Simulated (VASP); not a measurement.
Output of a VASP run:

OUTCAR:
```
 ion  position               nearest neighbor table
   1  0.000  0.000  0.000-
   2  0.500  0.500  0.500-   3 3.14   4 3.14   5 3.14   5 3.14   3 3.14   4 3.14
   3  0.500  0.000  0.500-   2 3.14   2 3.14
   4  0.000  0.500  0.500-   2 3.14   2 3.14
   5  0.500  0.500  0.000-   2 3.14   2 3.14
  LATTYP: Found a simple cubic cell.
 ALAT       =     6.2717578978
 Subroutine PRICEL returns:
 Original cell was already a primitive cell.
 Subroutine GETGRP returns: Found 48 space group operations
The static configuration has the point symmetry O_h .
The dynamic configuration has the point symmetry O_h .
 Subroutine INISYM returns: Found 48 space group operations
 Subroutine IBZKPT returns following result:
 Found     10 irreducible k-points:

 Following reciprocal coordinates:
            Coordinates               Weight
  0.000000  0.000000  0.000000      1.000000
  0.250000  0.000000  0.000000      6.000000
  0.500000  0.000000  0.000000      3.000000
  0.250000  0.250000  0.000000     12.000000
  0.500000  0.250000  0.000000     12.000000
  0.500000  0.500000  0.000000      3.000000
  0.250000  0.250000  0.250000      8.000000
  0.500000  0.250000  0.250000     12.000000
  0.500000  0.500000  0.250000      6.000000
  0.500000  0.500000  0.500000      1.000000
   k-points           NKPTS =     10   k-points in BZ     NKDIM =     10   number of bands    NBANDS=     26
   number of dos      NEDOS =    601   number of ions     NIONS =      5
   total plane-waves  NPLWV = 110592
   dimension x,y,z NGX =    48 NGY =   48 NGZ =   48
   dimension x,y,z NGXF=    96 NGYF=   96 NGZF=   96
   ions per type =               1   1   3
   PREC   = accura    normal or accurate (medium, high low for compatibility)
   ISTART =      0    job   : 0-new  1-cont  2-samecut
   ICHARG =      2    charge: 1-file 2-atom 10-const
   ISPIN  =      1    spin polarized calculation?
   LNONCOLLINEAR =      F non collinear calculations
   LSORBIT =      F    spin-orbit coupling
   INIWAV =      1    electr: 0-lowe 1-rand  2-diag
   ENCUT  =  520.0 eV  38.22 Ry    6.18 a.u.  11.66 11.66 11.66*2*pi/ulx,y,z
   NELM   =    100;   NELMIN=  2; NELMDL= -5     # of ELM steps
   EDIFF  = 0.1E-06   stopping-criterion for ELM
   LREAL  =      F    real-space projection
   NLSPLINE    = F    spline interpolate recip. space projectors
   LMAXMIX     =    4 max onsite mixed and CHGCAR
   VOSKOWN=      0    Vosko Wilk Nusair interpolation
   EDIFFG = 0.1E-05   stopping-criterion for IOM
   NSW    =      0    number of steps for IOM
   NBLOCK =      1;   KBLOCK =      1    inner block; outer block
   IBRION =     -1    ionic relax: 0-MD 1-quasi-New 2-CG
   NFREE  =      0    steps in history (QN), initial steepest desc. (CG)
   ISIF   =      2    stress and relaxation
   ISYM   =      2    0-nonsym 1-usesym 2-fastsym
   TEIN   =    0.0    initial temperature
   TEBEG  =    0.0;   TEEND  =   0.0 temperature during run
   SMASS  =  -3.00    Nose mass-parameter (am)
   PSTRESS=    0.0 pullay stress
   NELECT =      44.0000    total number of electrons
   EFERMI =   0.00;   METHOD = LEGACY
   ISMEAR =    -5;   SIGMA  =   0.20  broadening in eV -4-tet -1-fermi 0-gaus
   IALGO  =     38    algorithm
   LDIAG  =      T    sub-space diagonalisation (order eigenvalues)
   IMIX   =      4    mixing-type and parameters
     AMIX     =   0.40;   BMIX     =  1.00
     AMIX_MAG =   1.60;   BMIX_MAG =  1.00
     AMIN     =   0.10
   METAGGA = SCAN    functional components
   VOSKOWN =     0    Vosko Wilk Nusair interpolation
   LHFCALC =     F    Hartree Fock is set to
   LHFONE  =     F    Hartree Fock one center treatment
   AEXX    =    0.0000 exact exchange contribution
   IVDW    =     0    specifies the selected vdW correction
   LEPSILON=     F    determine dielectric tensor
   LRPA    =     F    only Hartree local field effects (RPA)
  energy-cutoff  :      520.00
  volume of cell :      246.70
      direct lattice vectors                 reciprocal lattice vectors
...
```

File OSZICAR:
```
       N       E                     dE             d eps       ncg     rms          rms(c)
DAV:   1     0.154045768090E+03    0.15405E+03   -0.18410E+04   520   0.147E+03
DAV:   2    -0.195264137839E+03   -0.34931E+03   -0.34393E+03   626   0.321E+02
DAV:   3    -0.236396837952E+03   -0.41133E+02   -0.40917E+02   654   0.115E+02
DAV:   4    -0.237939415945E+03   -0.15426E+01   -0.15398E+01   704   0.302E+01
DAV:   5    -0.237979583255E+03   -0.40167E-01   -0.40154E-01   704   0.384E+00    0.287E+00
DAV:   6    -0.233091861974E+03    0.48877E+01   -0.29904E+00   702   0.227E+01    0.279E+00
DAV:   7    -0.228873005179E+03    0.42189E+01   -0.10559E+00   536   0.871E+00    0.162E+00
DAV:   8    -0.228953275589E+03   -0.80270E-01   -0.81341E-01   580   0.711E+00    0.592E-01
DAV:   9    -0.228946297949E+03    0.69776E-02   -0.27097E-01   528   0.494E+00    0.456E-01
DAV:  10    -0.228964991147E+03   -0.18693E-01   -0.57277E-02   602   0.235E+00    0.291E-01
DAV:  11    -0.228994273990E+03   -0.29283E-01   -0.71919E-02   524   0.255E+00    0.144E-01
DAV:  12    -0.228996237455E+03   -0.19635E-02   -0.77648E-03   560   0.830E-01    0.147E-01
DAV:  13    -0.228997014739E+03   -0.77728E-03   -0.70198E-04   636   0.266E-01    0.640E-02
DAV:  14    -0.228998289461E+03   -0.12747E-02   -0.36379E-03   532   0.641E-01    0.324E-02
DAV:  15    -0.228998473214E+03   -0.18375E-03   -0.11818E-03   526   0.379E-01    0.152E-02
DAV:  16    -0.228998946597E+03   -0.47338E-03   -0.39881E-04   532   0.199E-01    0.262E-02
DAV:  17    -0.228999055337E+03   -0.10874E-03   -0.28357E-04   532   0.188E-01    0.157E-02
DAV:  18    -0.228999117963E+03   -0.62626E-04   -0.33438E-05   580   0.619E-02    0.104E-02
DAV:  19    -0.228999138392E+03   -0.20428E-04   -0.17495E-05   550   0.462E-02    0.413E-03
DAV:  20    -0.228999138963E+03   -0.57126E-06   -0.15887E-06   672   0.120E-02    0.151E-03
DAV:  21    -0.228999141718E+03   -0.27551E-05   -0.12291E-06   534   0.129E-02    0.616E-04
DAV:  22    -0.228999144008E+03   -0.22901E-05   -0.16167E-06   536   0.143E-02    0.583E-04
DAV:  23    -0.228999144043E+03   -0.35256E-07   -0.33053E-08   418   0.171E-03
   1 F= -.22899914E+03 E0= -.22899914E+03  d E =0.000000E+00
       N       E                     dE             ncg
       N       E                     dE             ncg
       N       E                     dE             ncg
       N       E                     dE             ncg
       N       E                     dE             ncg
       N       E                     dE             ncg
```

OUTCAR:
```
------------------------ aborting loop because EDIFF is reached ----------------------------------------
  FORCE on cell =-STRESS in cart. coord.  units (eV):
  Direction    XX          YY          ZZ          XY          YZ          ZX
  --------------------------------------------------------------------------------------
  Total        0.6493661      0.6493661      0.6493661     -0.0000000     -0.0000000      0.0000000
  in kB        4.2172793      4.2172793      4.2172793     -0.0000000     -0.0000000      0.0000000
  external PRESSURE =       4.2172793 kB  Pullay stress =       0.0000000 kB
  volume of cell :      246.70
      direct lattice vectors                 reciprocal lattice vectors
     6.271757898  0.000000000  0.000000000     0.159444930  0.000000000  0.000000000
     0.000000000  6.271757898  0.000000000     0.000000000  0.159444930  0.000000000
     0.000000000  0.000000000  6.271757898     0.000000000  0.000000000  0.159444930
 POSITION                                       TOTAL-FORCE (eV/Angst)
 -----------------------------------------------------------------------------------
      0.00000      0.00000      0.00000         0.000000      0.000000      0.000000
      3.13588      3.13588      3.13588         0.000000      0.000000      0.000000
      3.13588      0.00000      3.13588         0.000000      0.000000      0.000000
      0.00000      3.13588      3.13588         0.000000      0.000000      0.000000
      3.13588      3.13588      0.00000         0.000000      0.000000      0.000000
 -----------------------------------------------------------------------------------
    total drift:                                0.000000     -0.000000     -0.000000
  FREE ENERGIE OF THE ION-ELECTRON SYSTEM (eV)
  ---------------------------------------------------
  free  energy   TOTEN  =      -228.9991440432 eV

  energy  without entropy=     -228.9991440432  energy(sigma->0) =     -228.99914404

 total charge

# of ion       s       p       d       tot
------------------------------------------
    1        1.845   4.714   0.009   6.569
    2        1.533   0.502   9.838  11.872
    3        1.506   2.829   0.008   4.343
    4        1.506   2.829   0.008   4.343
    5        1.506   2.829   0.008   4.343
--------------------------------------------------
tot          7.897  13.702   9.870  31.470

 Electric field gradients after diagonalization (V/A^2)
 (convention: |V_zz| > |V_xx| > |V_yy|)
----------------------------------------------------------------------
 ion       V_xx      V_yy      V_zz     asymmetry (V_yy - V_xx)/ V_zz
----------------------------------------------------------------------
   1       0.000     0.000    -0.000       0.315
   2       0.000    -0.000     0.000      -0.897
   3    -162.129  -162.129   324.258       0.000
   4    -162.129  -162.129   324.258       0.000
   5    -162.129  -162.129   324.258       0.000
```
(Selected blocks of OUTCAR.)

File POSCAR:
```
CsPbI3
1
    6.2717578978     0.0000000000     0.0000000000
    0.0000000000     6.2717578978     0.0000000000
    0.0000000000     0.0000000000     6.2717578978
Cs Pb I
1 1 3
Direct
  0.0000000000   0.0000000000   0.0000000000
  0.5000000000   0.5000000000   0.5000000000
  0.5000000000   0.0000000000   0.5000000000
  0.0000000000   0.5000000000   0.5000000000
  0.5000000000   0.5000000000   0.0000000000
```

Q: Write an INCAR and KPOINTS that could have produced this output.

A: This is not unique; one that fits is the input of the run itself, SCAN meta-GGA, plane waves, VASP's PBE PAW potentials (set 64).

### KPOINTS_OPT
```
k-points along high-symmetry lines
10
Line-mode
Reciprocal
  0.000000   0.000000   0.000000 ! GAMMA
  0.000000   0.500000   0.000000 ! X

  0.000000   0.500000   0.000000 ! X
  0.500000   0.500000   0.000000 ! M

  0.500000   0.500000   0.000000 ! M
  0.000000   0.000000   0.000000 ! GAMMA

  0.000000   0.000000   0.000000 ! GAMMA
  0.500000   0.500000   0.500000 ! R

  0.500000   0.500000   0.500000 ! R
  0.000000   0.500000   0.000000 ! X

  0.500000   0.500000   0.500000 ! R
  0.500000   0.500000   0.000000 ! M
```

**KPOINTS**
```
kpoints
0
gamma
4 4 4
0 0 0
```

### INCAR
```
! general
SYSTEM   =  CsPbI3
PREC     =  Accurate
ENCUT    =  520   ! plane-wave cut-off (eV)
LREAL    =  .FALSE.   ! projection in real space or not
LASPH    =  .TRUE.   ! aspherical one-centre terms

! electronic loop
EDIFF    =  1E-7
NELM     =  100   ! most electronic steps
ALGO     =  Normal
LMAXMIX  =  4   ! l cut-off of mixed one-centre charges
LMIXTAU  =  .TRUE.

! smearing
ISMEAR   =  -5   ! tetrahedra, Bloechl

! functional
METAGGA  =  SCAN

! ions
ISIF     =  2   ! forces and stress, cell fixed

! output
LWAVE    =  .FALSE.
LCHARG   =  .FALSE.
LORBIT   =  11   ! lm-projected
NEDOS    =  601   ! DOS grid

! other
LEFG     =  .TRUE.
```

POTCAR, in this order: Cs_sv Pb_d I (PBE.64 set). Program: vasp_std.

The compound is CsPbI3 in the cubic perovskite structure, the ideal cubic form; the compound distorts at low or room temperature. It was relaxed first.
